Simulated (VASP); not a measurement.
# InP: an input that fails (parallel tempering)

InP, F-43m (no. 216), 8 atoms in the cell.

01/INCAR:
```
GGA = PE
PREC = Normal
ENCUT = 260
EDIFF = 1e-05
NELMIN = 4
NELM = 60
ALGO = Normal
LREAL = Auto
LASPH = .TRUE.
ISMEAR = 0
SIGMA = 0.05
ISYM = 0
LWAVE = .FALSE.
LCHARG = .FALSE.
IBRION = 0
NSW = 196
POTIM = 2.0
ISIF = 2
RANDOM_SEED = 430554 0 0
MDALGO = 3
LANGEVIN_GAMMA = 10 10
IMAGES = 3
LTEMPER = .TRUE.
NTEMPER = 5
TEBEG = 300
TEEND = 300
```

02/INCAR:
```
GGA = PE
PREC = Normal
ENCUT = 260
EDIFF = 1e-05
NELMIN = 4
NELM = 60
ALGO = Normal
LREAL = Auto
LASPH = .TRUE.
ISMEAR = 0
SIGMA = 0.05
ISYM = 0
LWAVE = .FALSE.
LCHARG = .FALSE.
IBRION = 0
NSW = 196
POTIM = 2.0
ISIF = 2
RANDOM_SEED = 430555 0 0
MDALGO = 3
LANGEVIN_GAMMA = 10 10
IMAGES = 3
LTEMPER = .TRUE.
NTEMPER = 5
TEBEG = 600
TEEND = 600
```

03/INCAR:
```
GGA = PE
PREC = Normal
ENCUT = 260
EDIFF = 1e-05
NELMIN = 4
NELM = 60
ALGO = Normal
LREAL = Auto
LASPH = .TRUE.
ISMEAR = 0
SIGMA = 0.05
ISYM = 0
LWAVE = .FALSE.
LCHARG = .FALSE.
IBRION = 0
NSW = 196
POTIM = 2.0
ISIF = 2
RANDOM_SEED = 430556 0 0
MDALGO = 3
LANGEVIN_GAMMA = 10 10
IMAGES = 3
LTEMPER = .TRUE.
NTEMPER = 5
TEBEG = 900
TEEND = 900
```

INCAR:
```
SYSTEM = InP
GGA      = PE             ! functional
PREC     = Normal         ! precision mode
ENCUT    = 260            ! plane-wave cutoff, eV
EDIFF    = 1E-5           ! SCF threshold, eV
NELMIN   = 4            
NELM     = 60             ! most SCF steps
ALGO     = Normal         ! electronic algorithm
LREAL    = Auto         
LASPH    = .TRUE.         ! aspherical terms in the spheres
ISMEAR   = 0              ! smearing method
SIGMA    = 0.05           ! smearing width, eV
ISYM     = 0            
LWAVE    = .FALSE.        ! write WAVECAR
LCHARG   = .FALSE.        ! write CHGCAR
IBRION   = 0              ! ionic algorithm
NSW      = 196            ! ionic steps
POTIM    = 2.0            ! step
ISIF     = 2              ! what is computed and relaxed
RANDOM_SEED= 430554 0 0   
MDALGO   = 3            
LANGEVIN_GAMMA= 10 10        
IMAGES   = 3            
LTEMPER  = .TRUE.       
NTEMPER  = 5            
TEBEG    = 300          
TEEND    = 300           
```

KPOINTS:
```
k-points
0
Monkhorst-Pack
  2 2 2
```

01/POSCAR:
```
InP
1.0
    5.8610000000      0.0000000000      0.0000000000
    0.0000000000      5.8610000000      0.0000000000
    0.0000000000      0.0000000000      5.8610000000
In P
4 4
Direct
    0.0000000000      0.0000000000      0.0000000000
    0.0000000000      0.5000000000      0.5000000000
    0.5000000000      0.0000000000      0.5000000000
    0.5000000000      0.5000000000      0.0000000000
    0.2500000000      0.2500000000      0.2500000000
    0.2500000000      0.7500000000      0.7500000000
    0.7500000000      0.2500000000      0.7500000000
    0.7500000000      0.7500000000      0.2500000000
```

02/POSCAR:
```
InP
1.0
    5.8610000000      0.0000000000      0.0000000000
    0.0000000000      5.8610000000      0.0000000000
    0.0000000000      0.0000000000      5.8610000000
In P
4 4
Direct
    0.0000000000      0.0000000000      0.0000000000
    0.0000000000      0.5000000000      0.5000000000
    0.5000000000      0.0000000000      0.5000000000
    0.5000000000      0.5000000000      0.0000000000
    0.2500000000      0.2500000000      0.2500000000
    0.2500000000      0.7500000000      0.7500000000
    0.7500000000      0.2500000000      0.7500000000
    0.7500000000      0.7500000000      0.2500000000
```

03/POSCAR:
```
InP
1.0
    5.8610000000      0.0000000000      0.0000000000
    0.0000000000      5.8610000000      0.0000000000
    0.0000000000      0.0000000000      5.8610000000
In P
4 4
Direct
    0.0000000000      0.0000000000      0.0000000000
    0.0000000000      0.5000000000      0.5000000000
    0.5000000000      0.0000000000      0.5000000000
    0.5000000000      0.5000000000      0.0000000000
    0.2500000000      0.2500000000      0.2500000000
    0.2500000000      0.7500000000      0.7500000000
    0.7500000000      0.2500000000      0.7500000000
    0.7500000000      0.7500000000      0.2500000000
```

Commands:
```
cat potpaw_PBE.64/In/POTCAR potpaw_PBE.64/P/POTCAR > POTCAR
mpirun -np 4 vasp_std > vasp.out
```

VASP stops with:
```
M_divide: can not subdivide            4 nodes by           3
```

Cause: ranks not divisible by the images.
